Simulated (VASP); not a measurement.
A run of VASP 6.6.1:

POSCAR

```
Si
1.0
    0.0000000000      2.7218511900      2.7218511900
    2.7218511900      0.0000000000      2.7218511900
    2.7218511900      2.7218511900      0.0000000000
Si
2
Direct
    0.7500000000      0.7500000000      0.7500000000
    0.5000000000      0.5000000000      0.5000000000
```

The input INCAR.step1:

```
SYSTEM = Si
  ALGO = Normal
  EDIFF = 1E-4
  ENCUT = 520
  GGA = PE
  ISMEAR = 0
  LASPH = .TRUE.
  LCHARG = .FALSE.
  LREAL = .FALSE.
  LWAVE = .TRUE.
  NBANDS = 11
  NELM = 100
  PREC = Accurate
  SIGMA = 0.02
```

Contents of INCAR.step2:

```
SYSTEM = Si
  ALGO = Normal
  EDIFF = 1E-6
  ENCUT = 520
  ISIF = 2
  ISMEAR = 0
  ISTART = 1
  LASPH = .TRUE.
  LCHARG = .TRUE.
  LELF = .TRUE.
  LMIXTAU = .TRUE.
  LREAL = .FALSE.
  LVHAR = .TRUE.
  LWAVE = .FALSE.
  METAGGA = R2SCAN
  NBANDS = 11
  NELM = 100
  PREC = Accurate
  SIGMA = 0.02
```

Contents of KPOINTS:

```
k-points
0
G
  8 8 8
  0 0 0
```

Potentials or basis: VASP PAW PBE potentials, release 64 (Si).

Run with:

```sh
$ cat potpaw_PBE.64/Si/POTCAR > POTCAR
$ cp INCAR.step1 INCAR
$ mpirun -np 1 vasp_std > vasp.out
$ cp INCAR.step2 INCAR
$ mpirun -np 1 vasp_std > vasp.out
```

Hardware: 1 thread of Intel(R) Xeon(R) Platinum 8488C (Sapphire Rapids), on a shared host.

Estimate the wall time of this run.

Run time: 42 s on 1 thread of Intel(R) Xeon(R) Platinum 8488C (Sapphire Rapids), with other jobs on the host, peak memory 0.16 GiB. Counts: scf iterations 8, k points 29.
